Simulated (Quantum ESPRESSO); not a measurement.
The system is RbCl.

```xyz
2
Lattice="0.0000 3.2740 3.2740 3.2740 0.0000 3.2740 3.2740 3.2740 0.0000" Properties=species:S:1:pos:R:3 pbc="T T T"
Rb    0.0000    0.0000    0.0000
Cl    3.2740    3.2740    3.2740
```

Base run:

| Quantity | Value |
| --- | --- |
| Program | Quantum ESPRESSO 7.5 |
| Functional | LDA |
| Potentials or basis | PseudoDojo 0.4.1 SR LDA standard |
| Cutoff | 762 eV |
| Density cutoff | 3048 eV |
| k mesh | 6 × 6 × 6, shifted |
| Occupations | fermi-dirac, width 0.05 eV |
| Spin | no spin polarisation |

Its results: pressure -1.4 GPa; electronic dielectric tensor (diagonal) 2.43.

Task: The run is repeated on the same cell with these changes: functional from LDA to PBEsol; potentials or basis from PseudoDojo 0.4.1 SR LDA standard to PseudoDojo 0.4.1 SR PBEsol standard; cutoff from 762 eV to 789 eV; density cutoff from 3048 eV to 3157 eV. What comes out?

Result: Pressure 0.0 GPa; electronic dielectric tensor (diagonal) 2.39.
